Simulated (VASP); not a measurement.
Output of a VASP run:

OSZICAR:
```
...
DAV:   7    -0.464760851018E+02   -0.13339E+01   -0.28482E+00  1024   0.146E+01    0.497E+00
DAV:   8    -0.461555726165E+02    0.32051E+00   -0.26496E+00  1032   0.169E+01    0.290E+00
DAV:   9    -0.455649841831E+02    0.59059E+00   -0.10171E+00   968   0.117E+01    0.123E+00
DAV:  10    -0.457398807837E+02   -0.17490E+00   -0.14114E-01  1192   0.418E+00    0.582E-01
DAV:  11    -0.457402825957E+02   -0.40181E-03   -0.77202E-03  1296   0.101E+00    0.404E-01
DAV:  12    -0.457330746809E+02    0.72079E-02   -0.11103E-02  1088   0.114E+00    0.295E-01
DAV:  13    -0.457321250215E+02    0.94966E-03   -0.26657E-03  1216   0.383E-01    0.109E-01
DAV:  14    -0.457322821365E+02   -0.15711E-03   -0.39449E-04  1280   0.197E-01    0.462E-02
DAV:  15    -0.457319422705E+02    0.33987E-03   -0.20180E-04  1280   0.151E-01    0.435E-02
DAV:  16    -0.457322073323E+02   -0.26506E-03   -0.21640E-04  1008   0.144E-01    0.257E-02
DAV:  17    -0.457322082161E+02   -0.88378E-06   -0.14328E-05  1376   0.313E-02    0.163E-02
DAV:  18    -0.457322074879E+02    0.72821E-06   -0.25387E-06   760   0.175E-02
   1 F= -.39958107E+02 E0= -.39958107E+02  d E =-.399581E+02
       N       E                     dE             d eps       ncg     rms          rms(c)
DAV:   1    -0.462684351284E+02   -0.53623E+00   -0.43675E+01  1088   0.741E+01    0.153E+01
DAV:   2    -0.451840891709E+02    0.10843E+01   -0.32919E+00  1080   0.174E+01    0.591E+00
DAV:   3    -0.450001397101E+02    0.18395E+00   -0.80511E-01  1448   0.883E+00    0.900E-01
DAV:   4    -0.450428447711E+02   -0.42705E-01   -0.52507E-02  1144   0.246E+00    0.986E-01
DAV:   5    -0.450436713772E+02   -0.82661E-03   -0.58382E-02  1376   0.188E+00    0.282E-01
DAV:   6    -0.450552077745E+02   -0.11536E-01   -0.67966E-03   944   0.971E-01    0.205E-01
DAV:   7    -0.450571154766E+02   -0.19077E-02   -0.39100E-03  1224   0.663E-01    0.783E-02
DAV:   8    -0.450578670593E+02   -0.75158E-03   -0.11514E-03  1168   0.430E-01    0.573E-03
DAV:   9    -0.450578931294E+02   -0.26070E-04   -0.53365E-05   976   0.823E-02    0.309E-03
DAV:  10    -0.450578974483E+02   -0.43189E-05   -0.91036E-06  1472   0.267E-02    0.403E-03
DAV:  11    -0.450578977523E+02   -0.30400E-06   -0.85820E-07   592   0.120E-02
   2 F= -.39816505E+02 E0= -.39816505E+02  d E =0.141602E+00
       N       E                     dE             d eps       ncg     rms          rms(c)
DAV:   1    -0.461324273989E+02   -0.10745E+01   -0.21444E+01  1104   0.528E+01    0.101E+01
DAV:   2    -0.456574319101E+02    0.47500E+00   -0.18957E+00  1184   0.128E+01    0.443E+00
DAV:   3    -0.455871065571E+02    0.70325E-01   -0.38081E-01  1448   0.600E+00    0.535E-01
DAV:   4    -0.455945505063E+02   -0.74439E-02   -0.35777E-02  1192   0.192E+00    0.612E-01
DAV:   5    -0.455983746378E+02   -0.38241E-02   -0.31089E-02  1392   0.126E+00    0.261E-01
DAV:   6    -0.455998822320E+02   -0.15076E-02   -0.16504E-03  1232   0.452E-01    0.201E-01
DAV:   7    -0.455999934921E+02   -0.11126E-03   -0.25257E-03  1600   0.453E-01    0.127E-01
DAV:   8    -0.456013013954E+02   -0.13079E-02   -0.11778E-03  1512   0.347E-01    0.671E-03
DAV:   9    -0.456013309019E+02   -0.29506E-04   -0.45310E-05   992   0.847E-02    0.268E-03
DAV:  10    -0.456013305054E+02    0.39647E-06   -0.15700E-05  1304   0.410E-02    0.418E-03
DAV:  11    -0.456013369012E+02   -0.63959E-05   -0.37830E-06   944   0.253E-02    0.240E-03
DAV:  12    -0.456013368986E+02    0.25998E-08   -0.35040E-07   544   0.644E-03
   3 F= -.39986584E+02 E0= -.39986584E+02  d E =-.284771E-01
```

**OUTCAR**
```
------------------------ aborting loop because EDIFF is reached ----------------------------------------
  FORCE on cell =-STRESS in cart. coord.  units (eV):
  Direction    XX          YY          ZZ          XY          YZ          ZX
  --------------------------------------------------------------------------------------
  Total        5.5639650      5.5639650      5.5639650      0.0000000      0.0000000      0.0000000
  in kB      297.2863668    297.2863668    297.2863668      0.0000000      0.0000000      0.0000000
  external PRESSURE =      -2.7136332 kB  Pullay stress =     300.0000000 kB
  volume of cell :       29.99
      direct lattice vectors                 reciprocal lattice vectors
    -0.000000000  2.465831109  2.465831109    -0.202771389  0.202771389  0.202771389
     2.465831109 -0.000000000  2.465831109     0.202771389 -0.202771389  0.202771389
     2.465831109  2.465831109 -0.000000000     0.202771389  0.202771389 -0.202771389
 POSITION                                       TOTAL-FORCE (eV/Angst)
 -----------------------------------------------------------------------------------
      0.00000      0.00000     -0.00000         0.000000     -0.000000     -0.000000
      1.23292      1.23292      1.23292        -0.000000      0.000000     -0.000000
      3.69875      3.69875      3.69875        -0.000000     -0.000000      0.000000
 -----------------------------------------------------------------------------------
    total drift:                                0.000000     -0.000000      0.000000
  FREE ENERGIE OF THE ION-ELECTRON SYSTEM (eV)
  ---------------------------------------------------
  free  energy   TOTEN  =       -45.6013368986 eV

  energy  without entropy=      -45.6013368986  energy(sigma->0) =      -45.60133690
  enthalpy is  TOTEN    =       -39.9865839757 eV   P V=        5.6147529229

 reached required accuracy - stopping structural energy minimisation
```
(Selected blocks of OUTCAR.)

File POSCAR:
```
ZrO2
1
    0.0000000000     2.4889407519     2.4889407519
    2.4889407519     0.0000000000     2.4889407519
    2.4889407519     2.4889407519     0.0000000000
Zr O
1 2
Direct
  0.0000000000   0.0000000000   0.0000000000
  0.2500000000   0.2500000000   0.2500000000
  0.7500000000   0.7500000000   0.7500000000
```

Task: Write an INCAR and KPOINTS that could have produced this output.

Result: This is not unique; one that fits is the input of the run itself, r2SCAN meta-GGA, plane waves, VASP's PBE PAW potentials (set 64).

INCAR:
```
# general
SYSTEM  = ZrO2
PREC    = Accurate
ENCUT   = 620   # plane-wave cut-off (eV)
LREAL   = .False.
LASPH   = .True.

# electronic loop
EDIFF   = 1E-6   # SCF stop (eV)
NELM    = 100
ALGO    = Normal   # blocked Davidson
LMAXMIX = 4   # l cut-off of mixed one-centre charges
LMIXTAU = .True.

# smearing
ISMEAR  = 0
SIGMA   = 0.05

# functional
METAGGA = R2SCAN

# ions
IBRION  = 2   # conjugate gradients
NSW     = 40   # most ionic steps
ISIF    = 3
EDIFFG  = -0.02   # ionic stop
PSTRESS = 300   # kbar

# output
LWAVE   = .False.
LCHARG  = .False.
```

**KPOINTS**
```
Automatic mesh
0
Gamma
8 8 8
0 0 0
```

POTCAR, in this order: Zr_sv O (PBE.64 set). Program: vasp_std.

Energy and stress use the plane-wave basis of the starting cell.

The compound is ZrO2 in the fluorite structure, the high-temperature cubic form, which is unstable at 0 K; the monoclinic form is the stable one. This run relaxes it under an external pressure of 30 GPa. Symmetry was kept, so distortions that lower it aren't found.
